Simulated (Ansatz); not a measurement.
TiSi2: strain energy, fitted

TiSi2, Cmcm, a = 3.517 Å, b = 13.348 Å, c = 3.556 Å. This isn't the usual stable structure of the compound. Ansatz: PBEsol, PAW, 420 eV, Γ-centred 10×4×10 mesh on 12 atoms, Gaussian smearing 0.10 eV; no spin polarisation. Series: biaxial strain in the a-b plane, c and atoms relaxed; x is the strain in per cent. y is the free energy over the unstrained cell, V0 = 13.910 Å³/atom.

```tsv
x (%)	y (meV/atom)
-6.0	98.10
-4.0	?
-2.0	10.02
0.0	0.00
2.0	9.03
4.0	34.41
6.0	73.51
```

**Question.** Fit y = c2 x² + c3 x³ to the other rows, turn c2 into a modulus, and predict the missing energy.

**Answer.** Least squares on the rows shown. y = 2.3830 x² − 0.056977 x³. In eV per unit strain² c2 is 23.83; M is the biaxial modulus (E = M V0 ε²): 23.83 × 160.2 / (13.910) = 274 GPa. At x = -4.0 the fit asked for gives 41.77 meV/atom. The run gave 41.83 meV/atom, so the fit is 0.06 meV/atom too low, within twice the rms miss on the fitted rows (0.04 meV/atom).